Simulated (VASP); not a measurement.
Here is a VASP 6.6.1 calculation.

Contents of POSCAR:

```
SnSe
1.0
   11.4200000000      0.0000000000      0.0000000000
    0.0000000000      4.1900000000      0.0000000000
    0.0000000000      0.0000000000      4.4600000000
Sn Se
4 4
Direct
    0.8770000000      0.7500000000      0.9090000000
    0.6230000000      0.2500000000      0.4090000000
    0.3770000000      0.7500000000      0.5910000000
    0.1230000000      0.2500000000      0.0910000000
    0.6430000000      0.7500000000      0.9840000000
    0.8570000000      0.2500000000      0.4840000000
    0.1430000000      0.7500000000      0.5160000000
    0.3570000000      0.2500000000      0.0160000000
```

Contents of INCAR.step1:

```
SYSTEM = SnSe
PREC = Accurate
ENCUT = 500
EDIFF = 1E-6
ISMEAR = -1
SIGMA = 0.05
LREAL = .False.
LASPH = .True.
NELM = 100
ALGO = Normal
ISIF = 2
LWAVE = .False.
LCHARG = .True.
GGA = PE
```

Contents of KPOINTS.step1:

```
Automatic mesh
0
Gamma
  3 6 6
  0 0 0
```

Contents of INCAR.step2:

```
SYSTEM = SnSe
PREC = Accurate
ENCUT = 500
EDIFF = 1E-6
ISMEAR = 0
SIGMA = 0.05
LREAL = .False.
LASPH = .True.
NELM = 100
ALGO = Normal
ISIF = 2
LWAVE = .False.
LCHARG = .False.
GGA = PE
ICHARG = 11
```

File KPOINTS.step2:

```
path GXSYGZURTZ,YT,UX,SR
20
line-mode
reciprocal
 0.0000000000  0.0000000000  0.0000000000  G
 0.0000000000  0.5000000000  0.0000000000  X

 0.0000000000  0.5000000000  0.0000000000  X
 0.0000000000  0.5000000000  0.5000000000  S

 0.0000000000  0.5000000000  0.5000000000  S
 0.0000000000  0.0000000000  0.5000000000  Y

 0.0000000000  0.0000000000  0.5000000000  Y
 0.0000000000  0.0000000000  0.0000000000  G

 0.0000000000  0.0000000000  0.0000000000  G
 0.5000000000  0.0000000000  0.0000000000  Z

 0.5000000000  0.0000000000  0.0000000000  Z
 0.5000000000  0.5000000000  0.0000000000  U

 0.5000000000  0.5000000000  0.0000000000  U
 0.5000000000  0.5000000000  0.5000000000  R

 0.5000000000  0.5000000000  0.5000000000  R
 0.5000000000  0.0000000000  0.5000000000  T

 0.5000000000  0.0000000000  0.5000000000  T
 0.5000000000  0.0000000000  0.0000000000  Z

 0.0000000000  0.0000000000  0.5000000000  Y
 0.5000000000  0.0000000000  0.5000000000  T

 0.5000000000  0.5000000000  0.0000000000  U
 0.0000000000  0.5000000000  0.0000000000  X

 0.0000000000  0.5000000000  0.5000000000  S
 0.5000000000  0.5000000000  0.5000000000  R
```

Potentials or basis: VASP PAW PBE potentials, release 64 (Sn, Se).

Launch:

```sh
$ cat potpaw_PBE.64/Sn/POTCAR potpaw_PBE.64/Se/POTCAR > POTCAR
$ cp INCAR.step1 INCAR
$ cp KPOINTS.step1 KPOINTS
$ mpirun -np 1 vasp_std > vasp.out
$ cp INCAR.step2 INCAR
$ cp KPOINTS.step2 KPOINTS
$ mpirun -np 1 vasp_std > vasp.out
```

Question: Estimate the band gap on the k mesh.

Answer: 0.53 eV, indirect (least direct gap 0.70 eV).

Question: What does it give for the band gap along the path?

Answer: 0.54 eV, indirect (least direct gap 0.65 eV).

Levels at the corners of the path, in eV from the valence-band top:
| point | band 16 | band 17 | band 18 | band 19 | band 20 | band 21 | band 22 | band 23 | band 24 | band 25 |
| --- | --- | --- | --- | --- | --- | --- | --- | --- | --- | --- |
| Γ | -1.85 | -1.57 | -1.20 | -0.79 | -0.57 | 0.78 | 2.94 | 3.01 | 3.04 | 3.36 |
| X | -1.74 | -1.03 | -1.03 | -0.76 | -0.76 | 0.90 | 0.90 | 1.37 | 1.38 | 1.64 |
| X | -1.74 | -1.03 | -1.03 | -0.76 | -0.76 | 0.90 | 0.90 | 1.37 | 1.38 | 1.64 |
| S | -3.20 | -2.26 | -2.26 | -1.53 | -1.53 | 2.85 | 2.85 | 3.10 | 3.10 | 4.86 |
| S | -3.20 | -2.26 | -2.26 | -1.53 | -1.53 | 2.85 | 2.85 | 3.10 | 3.10 | 4.86 |
| Y | -1.52 | -0.79 | -0.79 | -0.33 | -0.33 | 1.24 | 1.24 | 1.58 | 1.58 | 1.63 |
| Y | -1.52 | -0.79 | -0.79 | -0.33 | -0.33 | 1.24 | 1.24 | 1.58 | 1.58 | 1.63 |
| Γ | -1.85 | -1.57 | -1.20 | -0.79 | -0.57 | 0.78 | 2.94 | 3.01 | 3.04 | 3.35 |
| Γ | -1.85 | -1.57 | -1.20 | -0.79 | -0.57 | 0.78 | 2.94 | 3.01 | 3.04 | 3.35 |
| Z | -2.12 | -1.85 | -1.85 | -0.64 | -0.64 | 2.62 | 2.62 | 2.81 | 2.81 | 3.74 |
| Z | -2.12 | -1.85 | -1.85 | -0.64 | -0.64 | 2.62 | 2.62 | 2.81 | 2.81 | 3.70 |
| U | -2.16 | -1.02 | -1.02 | -1.02 | -1.02 | 1.39 | 1.39 | 1.39 | 1.39 | 2.01 |
| U | -2.16 | -1.02 | -1.02 | -1.02 | -1.02 | 1.39 | 1.39 | 1.39 | 1.39 | 2.01 |
| R | -3.79 | -1.54 | -1.54 | -1.54 | -1.54 | 2.60 | 2.60 | 2.60 | 2.60 | 4.70 |
| R | -3.79 | -1.54 | -1.54 | -1.54 | -1.54 | 2.60 | 2.60 | 2.60 | 2.60 | 4.70 |
| T | -1.81 | -0.56 | -0.56 | -0.30 | -0.30 | 1.24 | 1.24 | 1.59 | 1.60 | 1.65 |
| T | -1.81 | -0.56 | -0.56 | -0.30 | -0.30 | 1.24 | 1.24 | 1.59 | 1.62 | 1.65 |
| Z | -2.12 | -1.85 | -1.85 | -0.64 | -0.64 | 2.62 | 2.62 | 2.81 | 2.81 | 3.73 |
| Y | -1.52 | -0.79 | -0.79 | -0.33 | -0.33 | 1.24 | 1.24 | 1.58 | 1.58 | 1.63 |
| T | -1.81 | -0.56 | -0.56 | -0.30 | -0.30 | 1.24 | 1.24 | 1.59 | 1.59 | 1.65 |
| U | -2.16 | -1.02 | -1.02 | -1.02 | -1.02 | 1.39 | 1.39 | 1.39 | 1.39 | 2.01 |
| X | -1.74 | -1.03 | -1.03 | -0.76 | -0.76 | 0.90 | 0.90 | 1.37 | 1.37 | 1.64 |
| S | -3.20 | -2.26 | -2.26 | -1.53 | -1.53 | 2.85 | 2.85 | 3.10 | 3.10 | 4.86 |
| R | -3.79 | -1.54 | -1.54 | -1.54 | -1.54 | 2.60 | 2.60 | 2.60 | 2.60 | 4.70 |

Caveat: the log is that of the step along the path at fixed density, whose energy, stress, charges and moments have no meaning; spin-orbit coupling is left out, which moves the levels of the heavy elements.

**What was measured.**

From “Linear dichroism of the optical properties of SnS and SnSe van der Waals crystals”, 2024, arxiv:2409.17412, for a bulk crystal of SnSe at 300 K: band gap 0.89 eV (indirect).

Measured gap of SnSe: 0.89 eV (indirect; 300 K; “Linear dichroism of the optical properties of SnS and SnSe van der Waals crystals”, 2024, arxiv:2409.17412). This calculation gives 0.54 eV (-0.35 eV). 2 values of this kind are on record (0.89 to 0.99 eV); this one was drawn at random. Spin-orbit coupling on Se, Sn is left out. The value is that of PBE, without temperature or zero-point motion. Semilocal functionals fall short of measured gaps as a rule.
